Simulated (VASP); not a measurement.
# SnS2 (Berndtite-2T) (P-3m1) in VASP: further runs, part 2 of 3

VASP 6.6.1. Earlier steps stand in the parts before.

**3. Phonons, rev-vdW-DF2**

This run uses another cell than the first one, of 23.07 Å³/atom, 1.023 times its volume.

Contents of POSCAR:

```
SnS2
1.0
    3.6872966886      0.0000000000     -0.0000000000
   -1.8436483444      3.1932926037      0.0000000000
   -0.0000000000      0.0000000000      5.8785303172
  Sn              S
     1     2
Direct
     0.0000000000000000    0.0000000000000000    1.0000000000000000
     0.3333333332999970    0.6666666667000030    0.2522831164388690
     0.6666666667000030    0.3333333332999970    0.7477168835611310
```

Contents of INCAR.step1:

```
SYSTEM = SnS2
PREC     = Accurate       ! precision mode
ENCUT    = 600            ! plane-wave cutoff, eV
EDIFF    = 1E-8           ! SCF threshold, eV
ISMEAR   = 0              ! smearing method
SIGMA    = 0.03           ! smearing width, eV
LREAL    = .FALSE.        ! projectors in reciprocal space
LASPH    = .TRUE.         ! aspherical terms in the spheres
NELM     = 80             ! most SCF steps
ALGO     = Fast           ! electronic algorithm
ISIF     = 3              ! what is computed and relaxed
LWAVE    = .FALSE.        ! write WAVECAR
LCHARG   = .FALSE.        ! write CHGCAR
GGA      = MK             ! functional
LUSE_VDW = .TRUE.       
AGGAC    = 0.0          
PARAM1   = 0.1234       
PARAM2   = 0.711357     
ZAB_VDW  = -1.8867      
KPAR     = 2            
IBRION   = 2              ! ionic algorithm
NSW      = 40             ! ionic steps
EDIFFG   = -0.002         ! ionic threshold
```

Contents of INCAR.step2:

```
SYSTEM = SnS2
PREC     = Accurate       ! precision mode
ENCUT    = 600            ! plane-wave cutoff, eV
EDIFF    = 1E-8           ! SCF threshold, eV
ISMEAR   = 0              ! smearing method
SIGMA    = 0.03           ! smearing width, eV
LREAL    = .FALSE.        ! projectors in reciprocal space
LASPH    = .TRUE.         ! aspherical terms in the spheres
NELM     = 80             ! most SCF steps
ALGO     = Fast           ! electronic algorithm
ISIF     = 2              ! what is computed and relaxed
LWAVE    = .FALSE.        ! write WAVECAR
LCHARG   = .FALSE.        ! write CHGCAR
GGA      = MK             ! functional
LUSE_VDW = .TRUE.       
AGGAC    = 0.0          
PARAM1   = 0.1234       
PARAM2   = 0.711357     
ZAB_VDW  = -1.8867      
KPAR     = 2            
IBRION   = 6              ! ionic algorithm
NFREE    = 2            
POTIM    = 0.015          ! step
NSW      = 1              ! ionic steps
```

Contents of KPOINTS:

```
Automatic mesh
0
G
  9 9 5
  0 0 0
```

Potentials or basis: VASP PAW PBE potentials, release 64 (Sn_d, S).

Started as:

```sh
cat potpaw_PBE.64/Sn_d/POTCAR potpaw_PBE.64/S/POTCAR > POTCAR
cp INCAR.step1 INCAR
mpirun -np 2 vasp_std > vasp.out
cp CONTCAR POSCAR
cp INCAR.step2 INCAR
mpirun -np 2 vasp_std > vasp.out
```

OUTCAR:

```text
SYSTEM = SnS2
   PREC = Accurate
   ENCUT = 600
   EDIFF = 1E-8
   ISMEAR = 0
   LREAL = .FALSE.
   LASPH = .TRUE.
   NELM = 80
   ISIF = 2
   GGA = MK
   IBRION = 6
   NFREE = 2
   POTIM = 0.015
   NSW = 1

 ion  position               nearest neighbor table
   1  0.000  0.000  0.000-   2 2.59   3 2.59   3 2.59   2 2.59   3 2.59   2 2.59
   2  0.333  0.667  0.252-   1 2.59   1 2.59   1 2.59
   3  0.667  0.333  0.748-   1 2.59   1 2.59   1 2.59

  LATTYP: Found a hexagonal cell.
 ALAT       =     3.6871863745
 C/A-ratio  =     1.5934755161

  Lattice vectors:

 A1 = (   3.6871863745,   0.0000000000,   0.0000000000)
[... 1001 lines left out ...]
  --------------------------------------------------------------------------------------
  -------------------------------------------------------------------------------------
  Total        0.0925009      0.0925009      0.2051839     -0.0000000     -0.0000000      0.0000000
  in kB        2.1423733      2.1423733      4.7521765     -0.0000000     -0.0000000      0.0000000
  external PRESSURE =       3.0123077 kB  Pullay stress =       0.0000000 kB
[... 22 lines left out ...]
  energy  without entropy=       -7.8167272121  energy(sigma->0) =       -7.81672721

Total vdW correction in eV:      3.9202171

 INTERNAL STRAIN TENSORS FROM DISPLACED ATOMS
 ============================================

 INTERNAL STRAIN TENSOR FOR ION    1 for displacements in x,y,z  (eV/Angst):
          X           Y           Z          XY          YZ          ZX
  --------------------------------------------------------------------------------
  x     0.00000     0.00000     0.00000     0.00000     0.00000     0.00000
  y     0.00000     0.00000     0.00000     0.00000     0.00000     0.00000
  z     0.00000     0.00000     0.00000     0.00000     0.00000     0.00000

 INTERNAL STRAIN TENSOR FOR ION    3 for displacements in x,y,z  (eV/Angst):
          X           Y           Z          XY          YZ          ZX
  --------------------------------------------------------------------------------
  x     0.00000    -0.00000     0.00000    -0.42563    -0.00000     5.72923
  y    -0.42563     0.42563     0.00000    -0.00000     5.72923    -0.00000
  z     5.87244     5.87244    14.15130    -0.00000     0.00000     0.00000

 Eigenvectors and eigenvalues of the dynamical matrix
 ----------------------------------------------------

   1 f  =    9.830165 THz    61.764751 2PiTHz  327.899025 cm-1    40.654279 meV
             X         Y         Z           dx          dy          dz
      0.000000  0.000000  0.000000    -0.000000   -0.000000   -0.592174
     -0.000000  2.128798  1.483396     0.000000   -0.000000    0.569794
      1.843593  1.064399  4.392045     0.000000    0.000000    0.569794
[... 43 lines left out ...]
   9 f/i=    0.006511 THz     0.040912 2PiTHz    0.217195 cm-1     0.026929 meV
             X         Y         Z           dx          dy          dz
      0.000000  0.000000  0.000000     0.678075   -0.434049   -0.000000
     -0.000000  2.128798  1.483396     0.353241   -0.226117   -0.000000
      1.843593  1.064399  4.392045     0.353241   -0.226117   -0.000000

 ELASTIC MODULI CONTR FROM IONIC RELAXATION (kBar)
 Direction    XX          YY          ZZ          XY          YZ          ZX
 --------------------------------------------------------------------------------
 XX        -152.9622   -149.4536   -364.3782      0.0000     23.6143     -0.0000
 YY        -149.4536   -152.9622   -364.3782      0.0000    -23.6143      0.0000
 ZZ        -364.3782   -364.3782   -878.0722      0.0000      0.0000     -0.0000
 XY           0.0000      0.0000      0.0000     -1.7543      0.0000     23.6142
 YZ          23.6143    -23.6143      0.0000      0.0000   -317.8640      0.0000
 ZX          -0.0000      0.0000     -0.0000     23.6142      0.0000   -317.8637
 --------------------------------------------------------------------------------
```

OUTCAR.step1:

```text
SYSTEM = SnS2
   PREC = Accurate
   ENCUT = 600
   EDIFF = 1E-8
   ISMEAR = 0
   LREAL = .FALSE.
   LASPH = .TRUE.
   NELM = 80
   ISIF = 3
   GGA = MK
[... 861 lines left out ...]
  --------------------------------------------------------------------------------------
  -------------------------------------------------------------------------------------
  Total        0.0028262      0.0028262     -0.0055089     -0.0000000      0.0000000     -0.0000000
  in kB        0.0654554      0.0654554     -0.1275899     -0.0000000      0.0000000     -0.0000000
  external PRESSURE =       0.0011070 kB  Pullay stress =       0.0000000 kB
[... 22 lines left out ...]
  energy  without entropy=       -7.8178039313  energy(sigma->0) =       -7.81780393

Total vdW correction in eV:      3.9196571

 reached required accuracy - stopping structural energy minimisation
```

OSZICAR.step1:

```text
N       E                     dE             d eps       ncg     rms          rms(c)
DAV:   1     0.215548635501E+03    0.21555E+03   -0.13643E+04  1711   0.198E+03
DAV:   2     0.153443732002E+02   -0.20020E+03   -0.19674E+03  1823   0.434E+02
DAV:   3    -0.752450220334E+01   -0.22869E+02   -0.21989E+02  2184   0.130E+02
[... 45 lines left out ...]
RMM:   3    -0.781780315260E+01    0.39879E-05   -0.17580E-05  1798   0.440E-02    0.344E-03
RMM:   4    -0.781780364642E+01   -0.49383E-06   -0.30868E-06  2141   0.148E-02    0.302E-03
RMM:   5    -0.781780392625E+01   -0.27983E-06   -0.44917E-07  1934   0.721E-03    0.943E-04
RMM:   6    -0.781780392756E+01   -0.13038E-08   -0.19189E-07  1989   0.485E-03    0.823E-04
RMM:   7    -0.781780393128E+01   -0.37267E-08   -0.52142E-08  1393   0.223E-03
   5 F= -.78178039E+01 E0= -.78178039E+01  d E =-.302525E-05
```

Wall time 30 min (2 MPI ranks of Intel Xeon Platinum 8259CL at 2.50GHz (Skylake/Cascade Lake), shared host); peak memory 0.75 GiB.

What came out:

| Quantity | Value |
| --- | --- |
| Relaxed volume | 23.06 Å³/atom |
| Relaxed cell | a = 3.687 Å, b = 3.687 Å, c = 5.875 Å, α = 90.00°, β = 90.00°, γ = 120.00° |
| Space group after relaxing (to 0.05 Å) | P-3m1 (No. 164) |
| Highest phonon frequency at Γ, LO-TO splitting left out | 328 cm⁻¹ |

Final structure:
```
Sn S
1.0
     3.68719    0.00000    0.00000
    -1.84359    3.19320    0.00000
     0.00000    0.00000    5.87544
Sn S
1 2
Direct
  0.00000 0.00000 0.00000
  0.33333 0.66667 0.25247
  0.66667 0.33333 0.74753
```

Phonon frequencies in cm⁻¹ (negative: imaginary):
| q point | frequencies |
| --- | --- |
| (0.000, 0.000, 0.000) | 0 0 0 195 195 201 201 299 328 |

Caveat: the PAW data sets were made with another functional, which shifts forces and pressure a little.

**4. Phonons, PBE**

This run uses another cell than the first one, of 24.63 Å³/atom, 1.092 times its volume.

Contents of POSCAR:

```
SnS2
1.0
    3.6895909406      0.0000000000      0.0000000000
   -1.8447954703      3.1952794842      0.0000000000
    0.0000000000     -0.0000000000      6.2672075957
  Sn              S
     1     2
Direct
     0.0000000000000000    1.0000000000000000    1.0000000000000000
     0.3333333332999970    0.6666666667000030    0.2358735509401697
     0.6666666667000030    0.3333333332999970    0.7641264490598303
```

Contents of INCAR.step1:

```
SYSTEM = SnS2
ALGO = Fast ; EDIFF = 1E-8
EDIFFG = -0.002 ; ENCUT = 600
GGA = PE ; IBRION = 2
ISIF = 3 ; ISMEAR = 0
KPAR = 2 ; LASPH = .True.
LCHARG = .False. ; LREAL = .False.
LWAVE = .False. ; NELM = 80
NSW = 40 ; PREC = Accurate
PSTRESS = 7.0 ; SIGMA = 0.03
```

Contents of INCAR.step2:

```
SYSTEM = SnS2
ALGO = Fast ; EDIFF = 1E-8
ENCUT = 600 ; GGA = PE
IBRION = 6 ; ISIF = 2
ISMEAR = 0 ; KPAR = 2
LASPH = .True. ; LCHARG = .False.
LREAL = .False. ; LWAVE = .False.
NELM = 80 ; NFREE = 2
NSW = 1 ; POTIM = 0.015
PREC = Accurate ; PSTRESS = 7.0
SIGMA = 0.03
```

Contents of KPOINTS:

```
k-points
0
Gamma
  9 9 5
  0 0 0
```

Potentials or basis: VASP PAW PBE potentials, release 64 (Sn_d, S).

Started as:

```sh
cat potpaw_PBE.64/Sn_d/POTCAR potpaw_PBE.64/S/POTCAR > POTCAR
cp INCAR.step1 INCAR
mpirun -np 2 vasp_std > vasp.out
cp CONTCAR POSCAR
cp INCAR.step2 INCAR
mpirun -np 2 vasp_std > vasp.out
```

OUTCAR:

```text
SYSTEM = SnS2
   EDIFF = 1E-8
   ENCUT = 600
   GGA = PE
   IBRION = 6
   ISIF = 2
   ISMEAR = 0
   LASPH = .True.
   LREAL = .False.
   NELM = 80
   NFREE = 2
   NSW = 1
   POTIM = 0.015
   PREC = Accurate
   PSTRESS = 7.0

 ion  position               nearest neighbor table
   1  0.000  0.000  0.000-   2 2.59   3 2.59   3 2.59   2 2.59   3 2.59   2 2.59
   2  0.333  0.667  0.237-   1 2.59   1 2.59   1 2.59
   3  0.667  0.333  0.763-   1 2.59   1 2.59   1 2.59

  LATTYP: Found a hexagonal cell.
 ALAT       =     3.6898482899
 C/A-ratio  =     1.6941023011

  Lattice vectors:

 A1 = (   3.6898482899,  -0.0000000000,  -0.0000000000)
[... 999 lines left out ...]
  --------------------------------------------------------------------------------------
  -------------------------------------------------------------------------------------
  Total        0.4197930      0.4197930      0.5424485     -0.0000000     -0.0000000      0.0000000
  in kB        9.1253586      9.1253586     11.7916153     -0.0000000     -0.0000000      0.0000000
  external PRESSURE =       3.0141108 kB  Pullay stress =       7.0000000 kB
[... 22 lines left out ...]
  energy  without entropy=      -13.2086235399  energy(sigma->0) =      -13.20862354

  enthalpy is  TOTEN    =       -12.8866032382 eV   P V=        0.3220203017

 INTERNAL STRAIN TENSORS FROM DISPLACED ATOMS
 ============================================

 INTERNAL STRAIN TENSOR FOR ION    1 for displacements in x,y,z  (eV/Angst):
          X           Y           Z          XY          YZ          ZX
  --------------------------------------------------------------------------------
  x     0.00000     0.00000     0.00000     0.00000     0.00000     0.00000
  y     0.00000     0.00000     0.00000     0.00000     0.00000     0.00000
  z     0.00000     0.00000     0.00000     0.00000     0.00000     0.00000

 INTERNAL STRAIN TENSOR FOR ION    3 for displacements in x,y,z  (eV/Angst):
          X           Y           Z          XY          YZ          ZX
  --------------------------------------------------------------------------------
  x    -0.00000     0.00000    -0.00000    -0.26723    -0.00000     5.98729
  y    -0.26723     0.26723    -0.00000     0.00000     5.98729    -0.00000
  z     6.43680     6.43680    14.91931    -0.00000    -0.00000    -0.00000

 Eigenvectors and eigenvalues of the dynamical matrix
 ----------------------------------------------------

   1 f  =   10.005131 THz    62.864095 2PiTHz  333.735261 cm-1    41.377880 meV
             X         Y         Z           dx          dy          dz
      0.000000  0.000000  0.000000     0.000000    0.000000   -0.592400
     -0.000000  2.130335  1.478507    -0.000000   -0.000000    0.569676
      1.844924  1.065167  4.772474     0.000000   -0.000000    0.569676
[... 43 lines left out ...]
   9 f/i=    0.003552 THz     0.022315 2PiTHz    0.118468 cm-1     0.014688 meV
             X         Y         Z           dx          dy          dz
      0.000000  0.000000  0.000000     0.280303   -0.755050    0.000000
     -0.000000  2.130335  1.478507     0.145868   -0.392922    0.000000
      1.844924  1.065167  4.772474     0.145868   -0.392922    0.000000

 ELASTIC MODULI CONTR FROM IONIC RELAXATION (kBar)
 Direction    XX          YY          ZZ          XY          YZ          ZX
 --------------------------------------------------------------------------------
 XX        -171.4134   -169.9908   -395.6559      0.0000     15.9367     -0.0000
 YY        -169.9908   -171.4134   -395.6559      0.0000    -15.9367      0.0000
 ZZ        -395.6559   -395.6559   -917.0570      0.0000      0.0000      0.0000
 XY           0.0000      0.0000      0.0000     -0.7113     -0.0000     15.9367
 YZ          15.9367    -15.9367      0.0000     -0.0000   -357.0680      0.0000
 ZX          -0.0000      0.0000      0.0000     15.9367      0.0000   -357.0679
 --------------------------------------------------------------------------------
```

Run time: 15 min. Hardware: 2 MPI ranks of Intel Xeon Platinum 8259CL at 2.50GHz (Skylake/Cascade Lake), shared host; peak memory 0.59 GiB.

What came out:

| Property | Result |
| --- | --- |
| Relaxed volume | 24.57 Å³/atom |
| Relaxed cell | a = 3.690 Å, b = 3.690 Å, c = 6.251 Å, α = 90.00°, β = 90.00°, γ = 120.00° |
| Space group after relaxing (to 0.05 Å) | P-3m1 (No. 164) |
| Highest phonon frequency at Γ, LO-TO splitting left out | 334 cm⁻¹ |

The path:
| step | energy change (eV) | largest force (eV/Å) | pressure (GPa) | volume (Å³) |
| --- | --- | --- | --- | --- |
| 1 | 0.0000 | 0.0045 | 0.70 | 73.89 |
| 2 | 0.0000 | 0.0034 | 0.70 | 73.88 |
| 3 | 0.0001 | 0.0006 | 0.68 | 73.87 |
| 4 | 0.0002 | 0.0051 | 0.65 | 73.84 |
| 5 | 0.0002 | 0.0050 | 0.65 | 73.83 |
| 6 | 0.0003 | 0.0046 | 0.66 | 73.82 |
| 7 | 0.0004 | 0.0038 | 0.67 | 73.80 |
| 8 | 0.0006 | 0.0024 | 0.68 | 73.75 |
| 9 | 0.0010 | 0.0005 | 0.71 | 73.66 |
| 10 | 0.0008 | 0.0008 | 0.69 | 73.70 |

Final structure:
```xyz
3
Lattice="3.6898 0.0000 0.0000 -1.8449 3.1955 0.0000 0.0000 0.0000 6.2510" Properties=species:S:1:pos:R:3 pbc="T T T"
Sn    0.0000    0.0000    0.0000
S     0.0000    2.1303    1.4785
S     1.8449    1.0652    4.7725
```

Phonon frequencies in cm⁻¹ (negative: imaginary):
```csv
q point,frequencies
"(0.000, 0.000, 0.000)",0 0 0 192 192 195 195 299 334
```

Caveat: this functional lacks dispersion, which binds the layers, so the pressure and a relaxed spacing across them are unreliable.

(Continued in part 3 of 3.)
